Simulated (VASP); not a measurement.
**SiC in VASP: one cell, several levels of theory**

SiC built on the zincblende prototype, under -1.0 % equal strain in all directions is computed at one geometry. Runs: PBE, r2SCAN. The results are then set beside those of Ansatz 0.2.0 for the same cell.

Code: VASP 6.6.1. PAW datasets, plane waves. Calculated at 0 K for a non-magnetic cell.

## Step 1: The system as given

The cell comes from an earlier relaxation with r2SCAN in another program.

Space group F-43m (No. 216), cubic; conventional cell a = 4.313 Å, 10.03 Å³ an atom. Near Si stand 4 C at 1.87 Å; near C stand 4 Si at 1.87 Å.

As a file:

```cif
data_structure
_symmetry_space_group_name_H-M 'F-43m'
_symmetry_Int_Tables_number 216
_cell_length_a 4.3125
_cell_length_b 4.3125
_cell_length_c 4.3125
_cell_angle_alpha 90.000
_cell_angle_beta 90.000
_cell_angle_gamma 90.000
_cell_volume 80.20
loop_
_atom_site_label
_atom_site_type_symbol
_atom_site_symmetry_multiplicity
_atom_site_Wyckoff_symbol
_atom_site_fract_x
_atom_site_fract_y
_atom_site_fract_z
_atom_site_occupancy
Si1 Si 4 a 0.00000 0.00000 0.00000 1
C1 C 4 d 0.25000 0.25000 0.75000 1
```

## Step 2: PBE at this geometry

Input file INCAR:

```
ENCUT = 520.000000
SIGMA = 0.020000
EDIFF = 1.00e-07
GGA = PE
PREC = Accurate
IBRION = -1
ISIF = 2
ISMEAR = -1
NBANDS = 11
NELM = 120
NSW = 0
LASPH = .TRUE.
LCHARG = .FALSE.
LWAVE = .FALSE.
LREAL = .FALSE.
```

Input file KPOINTS:

```
KPOINTS created by Atomic Simulation Environment
0
Gamma
10 10 10
0 0 0
```

Input file KPOINTS_OPT:

```
special points
7
Reciprocal
0.0000000000 0.0000000000 0.0000000000 1
-0.5000000000 -0.5000000000 0.0000000000 1
-0.3750000000 -0.3750000000 0.2500000000 1
-0.3750000000 0.0000000000 0.3750000000 1
0.0000000000 0.0000000000 0.5000000000 1
-0.5000000000 -0.2500000000 0.2500000000 1
0.0000000000 0.5000000000 0.5000000000 1
```

Input file POSCAR:

```
Si C
 1.0000000000000000
     0.0000000000000000    2.1562718274999999    2.1562718274999999
     2.1562718274999999    0.0000000000000000    2.1562718274999999
     2.1562718274999999    2.1562718274999999    0.0000000000000000
 Si  C
   1   1
Cartesian
  0.0000000000000000  0.0000000000000000  0.0000000000000000
  1.0781359137500000  1.0781359137500000  1.0781359137500000
```

The run uses the recommended PBE PAW datasets (8 valence electrons a neutral cell).

Command:

```
$ mpirun -np 1 vasp_std
```

Standard output, without the iteration lines:

```text
POSCAR found type information on POSCAR SiC
 POSCAR found :  2 types and       2 ions
 LDA part: xc-table for (Slater+PW92), standard interpolation
 POSCAR, INCAR and KPOINTS ok, starting setup
 FFT: planning ... GRIDC
 FFT: planning ... GRID_SOFT
 FFT: planning ... GRID
 WAVECAR not read
 entering main loop
 Start KPOINTS_OPT (optional k-point list driver)
k-point batch [1-7\7]
```

OSZICAR:

```text
N       E                     dE             d eps       ncg     rms          rms(c)
DAV:   1     0.501599863057E+01    0.50160E+01   -0.39519E+03  1074   0.615E+02
DAV:   2    -0.162746034378E+02   -0.21291E+02   -0.20364E+02  1309   0.114E+02
DAV:   3    -0.169719475335E+02   -0.69734E+00   -0.69582E+00  1270   0.170E+01
DAV:   4    -0.169747078938E+02   -0.27604E-02   -0.27602E-02  1163   0.135E+00
DAV:   5    -0.169747191502E+02   -0.11256E-04   -0.11257E-04  1284   0.817E-02    0.915E+00
DAV:   6    -0.150976394754E+02    0.18771E+01   -0.65460E+00  1154   0.116E+01    0.409E+00
DAV:   7    -0.150378154891E+02    0.59824E-01   -0.42623E-01  1223   0.371E+00    0.184E+00
DAV:   8    -0.150298248758E+02    0.79906E-02   -0.20845E-02  1166   0.962E-01    0.171E-01
DAV:   9    -0.150299268489E+02   -0.10197E-03   -0.15827E-03  1275   0.229E-01    0.114E-01
DAV:  10    -0.150300319801E+02   -0.10513E-03   -0.22192E-04  1169   0.917E-02    0.265E-02
DAV:  11    -0.150300340633E+02   -0.20832E-05   -0.38006E-05  1241   0.326E-02    0.686E-03
DAV:  12    -0.150300344490E+02   -0.38565E-06   -0.17567E-06  1205   0.797E-03    0.114E-03
DAV:  13    -0.150300344843E+02   -0.35384E-07   -0.77899E-08   976   0.198E-03
   1 F= -.15030034E+02 E0= -.15030034E+02  d E =-.102360E-10
       N       E                     dE             ncg
DAV:   1     0.556676993022E+03   -0.20683E+04      162
DAV:   2     0.427508488155E+03   -0.12917E+03      208
DAV:   3     0.424031682305E+03   -0.34768E+01      196
DAV:   4     0.424015216985E+03   -0.16465E-01      169
DAV:   5     0.424015130200E+03   -0.86785E-04      212
DAV:   6     0.424015129738E+03   -0.46202E-06      175
DAV:   7     0.424015129735E+03   -0.35088E-08      212
```

The lines after F= are the extra pass for the points of KPOINTS_OPT, at fixed density; their E is not a total energy.

From OUTCAR:

```text
k-points           NKPTS =     47   k-points in BZ     NKDIM =     47   number of bands    NBANDS=     11

   NELECT =       8.0000    total number of electrons

   dimension x,y,z NGX =    24 NGY =   24 NGZ =   24
   dimension x,y,z NGXF=    48 NGYF=   48 NGZF=   48

  energy-cutoff  :      520.00
  volume of cell :       20.05
      direct lattice vectors                 reciprocal lattice vectors
     0.000000000  2.156271827  2.156271827    -0.231881711  0.231881711  0.231881711
     2.156271827  0.000000000  2.156271827     0.231881711 -0.231881711  0.231881711
     2.156271827  2.156271827  0.000000000     0.231881711  0.231881711 -0.231881711

 k-points in reciprocal lattice and weights: KPOINTS created by Atomic Simulation Env
   0.00000000  0.00000000  0.00000000       0.001
   0.10000000  0.00000000  0.00000000       0.008
   0.20000000  0.00000000  0.00000000       0.008
   0.30000000  0.00000000  0.00000000       0.008
   0.40000000  0.00000000  0.00000000       0.008
   0.50000000  0.00000000  0.00000000       0.004
   0.10000000  0.10000000  0.00000000       0.006
   0.20000000  0.10000000  0.00000000       0.024
[... 39 more k-points ...]

 E-fermi :   8.8517

 k-point     1 :       0.0000    0.0000    0.0000
  band No.  band energies     occupation
      1      -7.1886      2.00000
      2       8.4638      2.00000
      3       8.4638      2.00000
      4       8.4638      2.00000
      5      15.0678      0.00000
      6      15.9934      0.00000
      7      15.9934      0.00000
      8      15.9934      0.00000
      9      23.1562      0.00000
     10      23.1562      0.00000
     11      25.4386      0.00000

 k-point     2 :       0.1000    0.0000    0.0000
  band No.  band energies     occupation
      1      -6.9882      2.00000
      2       7.4511      2.00000
      3       8.3294      2.00000
      4       8.3294      2.00000
      5      15.2782      0.00000
      6      16.2412      0.00000
      7      16.2412      0.00000
      8      16.3151      0.00000
      9      22.1832      0.00000
     10      22.1832      0.00000
     11      25.0226      0.00000

 k-point     3 :       0.2000    0.0000    0.0000
  band No.  band energies     occupation
      1      -6.3959      2.00000
      2       5.3024      2.00000
      3       8.0208      2.00000
      4       8.0208      2.00000
      5      14.9504      0.00000
      6      16.5929      0.00000
      7      16.5929      0.00000
      8      17.5448      0.00000
      9      21.5125      0.00000
     10      21.5125      0.00000
     11      24.1199      0.00000

 k-point     4 :       0.3000    0.0000    0.0000
  band No.  band energies     occupation
      1      -5.4466      2.00000
      2       2.9439      2.00000
      3       7.7028      2.00000
      4       7.7028      2.00000
      5      14.5412      0.00000
      6      16.4115      0.00000
      7      16.4115      0.00000
      8      18.4731      0.00000
      9      22.3879      0.00000
     10      22.3879      0.00000
     11      23.9084      0.00000

 k-point     5 :       0.4000    0.0000    0.0000
  band No.  band energies     occupation
      1      -4.2662      2.00000
      2       0.8370      2.00000
      3       7.4826      2.00000
      4       7.4826      2.00000
      5      14.2746      0.00000
      6      15.9989      0.00000
      7      15.9989      0.00000
      8      18.7065      0.00000
      9      24.3865      0.00000
     10      24.3865      0.00000
     11      24.5607      0.00000

 k-point     6 :       0.5000    0.0000    0.0000
  band No.  band energies     occupation
      1      -3.5039      2.00000
      2      -0.2451      2.00000
      3       7.4056      2.00000
      4       7.4056      2.00000
      5      14.1857      0.00000
      6      15.8197      0.00000
      7      15.8197      0.00000
      8      18.6936      0.00000
      9      25.0502      0.00000
     10      26.0295      0.00000
     11      26.0295      0.00000

 k-point     7 :       0.1000    0.1000    0.0000
  band No.  band energies     occupation
      1      -6.9215      2.00000
      2       7.7193      2.00000
      3       7.9830      2.00000
      4       7.9830      2.00000
      5      15.1569      0.00000
      6      15.8503      0.00000
      7      16.7136      0.00000
      8      16.7136      0.00000
      9      20.7364      0.00000
     10      23.4569      0.00000
     11      26.4033      0.00000

[... the tables of k-points 8 to 47 left out ...]

  Total        1.3421943      1.3421943      1.3421943      0.0000000      0.0000000      0.0000000
  in kB      107.2470727    107.2470727    107.2470727      0.0000000      0.0000000      0.0000000
  external PRESSURE =     107.2470727 kB  Pullay stress =       0.0000000 kB

 POSITION                                       TOTAL-FORCE (eV/Angst)
 -----------------------------------------------------------------------------------
      0.00000      0.00000      0.00000        -0.000000     -0.000000     -0.000000
      1.07814      1.07814      1.07814         0.000000      0.000000      0.000000
 -----------------------------------------------------------------------------------
    total drift:                                0.000000      0.000000      0.000000

  FREE ENERGIE OF THE ION-ELECTRON SYSTEM (eV)
  ---------------------------------------------------
  free  energy   TOTEN  =       -15.0300344843 eV

  energy  without entropy=      -15.0300344843  energy(sigma->0) =      -15.03003448
```

Hardware: 1 MPI rank of Intel Xeon Platinum 8488C, shared host.

The levels at the points of KPOINTS_OPT are read from vasprun.xml.

Levels at the named points, in eV from the top of band v (v: the last filled band by count, c: the next):

| point | v−1 | v | c | c+1 |
| --- | --- | --- | --- | --- |
| Γ | 0.00 | 0.00 | 6.60 | 7.53 |
| X | -3.25 | -3.25 | 1.33 | 4.43 |
| U | -5.69 | -2.64 | 3.13 | 7.95 |
| K | -5.69 | -2.64 | 3.13 | 7.95 |
| L | -1.06 | -1.06 | 5.72 | 7.36 |
| W | -5.13 | -4.81 | 5.25 | 9.70 |

PBE gives an indirect gap of 1.33 eV, from Γ to X; the least direct gap is 4.57 eV. Pressure: 10.72 GPa; the forces vanish within 0.01 eV/Å.

## Step 3: Single point with r2SCAN

Input file INCAR:

```
ENCUT = 520.000000
SIGMA = 0.010000
EDIFF = 1.00e-07
ALGO = Normal
METAGGA = R2SCAN
PREC = Accurate
IBRION = -1
ISIF = 2
ISMEAR = 0
NBANDS = 11
NELM = 120
NSW = 0
LASPH = .TRUE.
LCHARG = .FALSE.
LWAVE = .FALSE.
LREAL = .FALSE.
```

KPOINTS is that of step 2.

KPOINTS_OPT is that of step 2.

POSCAR is that of step 2.

Command:

```
$ mpirun -np 1 vasp_std
```

Standard output, without the iteration lines:

```text
POSCAR found type information on POSCAR SiC
 POSCAR found :  2 types and       2 ions
 -----------------------------------------------------------------------------
|                                                                             |
|                                                                             |
|     You enforced a specific xc type in the INCAR file but a different       |
|     I HOPE YOU KNOW WHAT YOU ARE DOING!                                     |
|                                                                             |
 -----------------------------------------------------------------------------

 LDA part: xc-table for (None), standard interpolation
 POSCAR, INCAR and KPOINTS ok, starting setup
 FFT: planning ... GRIDC
 FFT: planning ... GRID_SOFT
 FFT: planning ... GRID
 WAVECAR not read
 entering main loop
 Start KPOINTS_OPT (optional k-point list driver)
k-point batch [1-7\7]
```

OSZICAR:

```text
N       E                     dE             d eps       ncg     rms          rms(c)
DAV:   1     0.213865271752E+00    0.21387E+00   -0.40863E+03  1074   0.635E+02
DAV:   2    -0.216715024500E+02   -0.21885E+02   -0.20940E+02  1306   0.118E+02
DAV:   3    -0.223678793257E+02   -0.69638E+00   -0.69484E+00  1270   0.173E+01
DAV:   4    -0.223705649876E+02   -0.26857E-02   -0.26855E-02  1166   0.135E+00
DAV:   5    -0.223705756263E+02   -0.10639E-04   -0.10639E-04  1284   0.814E-02    0.954E+00
DAV:   6    -0.192807944296E+02    0.30898E+01   -0.50542E+00  1142   0.108E+01    0.532E+00
DAV:   7    -0.193030655146E+02   -0.22271E-01   -0.54862E-01  1257   0.429E+00    0.254E+00
DAV:   8    -0.193133511651E+02   -0.10286E-01   -0.20221E-02  1135   0.110E+00    0.198E-01
DAV:   9    -0.193137034312E+02   -0.35227E-03   -0.38384E-04  1399   0.179E-01    0.149E-01
DAV:  10    -0.193137801045E+02   -0.76673E-04   -0.69111E-05  1160   0.764E-02    0.169E-02
DAV:  11    -0.193137794541E+02    0.65041E-06   -0.66057E-07  1266   0.612E-03    0.445E-03
DAV:  12    -0.193137796569E+02   -0.20274E-06   -0.15048E-07  1205   0.350E-03    0.552E-04
DAV:  13    -0.193137796475E+02    0.93899E-08   -0.39560E-09   706   0.421E-04
   1 F= -.19313780E+02 E0= -.19313780E+02  d E =-.122213E-76
       N       E                     dE             ncg
DAV:   1     0.539567378426E+03   -0.20854E+04      162
DAV:   2     0.404153486768E+03   -0.13541E+03      208
DAV:   3     0.400608264459E+03   -0.35452E+01      196
DAV:   4     0.400591731396E+03   -0.16533E-01      169
DAV:   5     0.400591648759E+03   -0.82637E-04      212
DAV:   6     0.400591648344E+03   -0.41520E-06      178
DAV:   7     0.400591648341E+03   -0.29137E-08      212
```

From OUTCAR:

```text
k-points           NKPTS =     47   k-points in BZ     NKDIM =     47   number of bands    NBANDS=     11

   NELECT =       8.0000    total number of electrons

   dimension x,y,z NGX =    24 NGY =   24 NGZ =   24
   dimension x,y,z NGXF=    48 NGYF=   48 NGZF=   48

  energy-cutoff  :      520.00
  volume of cell :       20.05
      direct lattice vectors                 reciprocal lattice vectors
     0.000000000  2.156271827  2.156271827    -0.231881711  0.231881711  0.231881711
     2.156271827  0.000000000  2.156271827     0.231881711 -0.231881711  0.231881711
     2.156271827  2.156271827  0.000000000     0.231881711  0.231881711 -0.231881711

 k-points in reciprocal lattice and weights: KPOINTS created by Atomic Simulation Env
   0.00000000  0.00000000  0.00000000       0.001
   0.10000000  0.00000000  0.00000000       0.008
   0.20000000  0.00000000  0.00000000       0.008
   0.30000000  0.00000000  0.00000000       0.008
   0.40000000  0.00000000  0.00000000       0.008
   0.50000000  0.00000000  0.00000000       0.004
   0.10000000  0.10000000  0.00000000       0.006
   0.20000000  0.10000000  0.00000000       0.024
[... 39 more k-points ...]

 E-fermi :   8.4660

 k-point     1 :       0.0000    0.0000    0.0000
  band No.  band energies     occupation
      1      -8.0949      2.00000
      2       8.3371      2.00000
      3       8.3371      2.00000
      4       8.3371      2.00000
      5      15.5686      0.00000
      6      16.4246      0.00000
      7      16.4246      0.00000
      8      16.4246      0.00000
      9      23.7416      0.00000
     10      23.7416      0.00000
     11      26.6245      0.00000

 k-point     2 :       0.1000    0.0000    0.0000
  band No.  band energies     occupation
      1      -7.8874      2.00000
      2       7.2842      2.00000
      3       8.1966      2.00000
      4       8.1966      2.00000
      5      15.7636      0.00000
      6      16.6882      0.00000
      7      16.6882      0.00000
      8      16.8231      0.00000
      9      22.7793      0.00000
     10      22.7793      0.00000
     11      26.0178      0.00000

 k-point     3 :       0.2000    0.0000    0.0000
  band No.  band energies     occupation
      1      -7.2748      2.00000
      2       5.0455      2.00000
      3       7.8730      2.00000
      4       7.8730      2.00000
      5      15.4164      0.00000
      6      17.0602      0.00000
      7      17.0602      0.00000
      8      18.1977      0.00000
      9      22.1093      0.00000
     10      22.1093      0.00000
     11      25.0618      0.00000

 k-point     4 :       0.3000    0.0000    0.0000
  band No.  band energies     occupation
      1      -6.2976      2.00000
      2       2.5942      2.00000
      3       7.5383      2.00000
      4       7.5383      2.00000
      5      15.0009      0.00000
      6      16.8589      0.00000
      7      16.8589      0.00000
      8      19.2280      0.00000
      9      23.0695      0.00000
     10      23.0695      0.00000
     11      24.8658      0.00000

 k-point     5 :       0.4000    0.0000    0.0000
  band No.  band energies     occupation
      1      -5.0991      2.00000
      2       0.4265      2.00000
      3       7.3058      2.00000
      4       7.3058      2.00000
      5      14.7286      0.00000
      6      16.4178      0.00000
      7      16.4178      0.00000
      8      19.4933      0.00000
      9      25.2256      0.00000
     10      25.2256      0.00000
     11      25.6126      0.00000

 k-point     6 :       0.5000    0.0000    0.0000
  band No.  band energies     occupation
      1      -4.3517      2.00000
      2      -0.6554      2.00000
      3       7.2242      2.00000
      4       7.2242      2.00000
      5      14.6373      0.00000
      6      16.2278      0.00000
      7      16.2278      0.00000
      8      19.4829      0.00000
      9      26.1710      0.00000
     10      27.0551      0.00000
     11      27.0551      0.00000

 k-point     7 :       0.1000    0.1000    0.0000
  band No.  band energies     occupation
      1      -7.8182      2.00000
      2       7.5607      2.00000
      3       7.8365      2.00000
      4       7.8365      2.00000
      5      15.6053      0.00000
      6      16.3664      0.00000
      7      17.1900      0.00000
      8      17.1900      0.00000
      9      21.3150      0.00000
     10      24.0607      0.00000
     11      27.5501      0.00000

[... the tables of k-points 8 to 47 left out ...]

  Total        0.8874989      0.8874989      0.8874989     -0.0000000      0.0000000     -0.0000000
  in kB       70.9149664     70.9149664     70.9149664     -0.0000000      0.0000000     -0.0000000
  external PRESSURE =      70.9149664 kB  Pullay stress =       0.0000000 kB

 POSITION                                       TOTAL-FORCE (eV/Angst)
 -----------------------------------------------------------------------------------
      0.00000      0.00000      0.00000         0.000000     -0.000000     -0.000000
      1.07814      1.07814      1.07814        -0.000000      0.000000      0.000000
 -----------------------------------------------------------------------------------
    total drift:                               -0.000001     -0.000001     -0.000001

  FREE ENERGIE OF THE ION-ELECTRON SYSTEM (eV)
  ---------------------------------------------------
  free  energy   TOTEN  =       -19.3137796475 eV

  energy  without entropy=      -19.3137796475  energy(sigma->0) =      -19.31377965
```

Hardware: 1 MPI rank of Intel Xeon Platinum 8488C, shared host.

The levels at the points of KPOINTS_OPT are read from vasprun.xml.

Near the gap, in eV above the top of the last filled band v; c is the band after it:

| point | v−1 | v | c | c+1 |
| --- | --- | --- | --- | --- |
| Γ | 0.00 | 0.00 | 7.23 | 8.09 |
| X | -3.39 | -3.39 | 1.70 | 4.95 |
| U | -5.87 | -2.76 | 3.58 | 8.61 |
| K | -5.87 | -2.76 | 3.58 | 8.61 |
| L | -1.11 | -1.11 | 6.30 | 7.89 |
| W | -5.32 | -4.93 | 5.78 | 10.41 |

Gap with r2SCAN: 1.70 eV, valence top at Γ, conduction bottom at X. Least direct gap: 5.10 eV. The pressure is 7.09 GPa; the forces vanish within 0.01 eV/Å.

## Step 4: Results

| level | gap (eV) | pressure (GPa) | Ansatz: gap (eV) | Ansatz: pressure (GPa) |
| --- | --- | --- | --- | --- |
| PBE | 1.33 | 10.72 | 1.33 | 10.80 |
| r2SCAN | 1.70 | 7.09 | 1.69 | 7.31 |

What this shows: The gap runs from 1.33 eV (PBE) to 1.70 eV (r2SCAN). At this one volume the pressure spans 7.1 GPa (r2SCAN) to 10.7 GPa (PBE): PBE wants the largest cell and r2SCAN the smallest. The two programs agree on the gap within 0.02 eV, far less than the spread between functionals. Each program uses its own PAW datasets and cutoff.
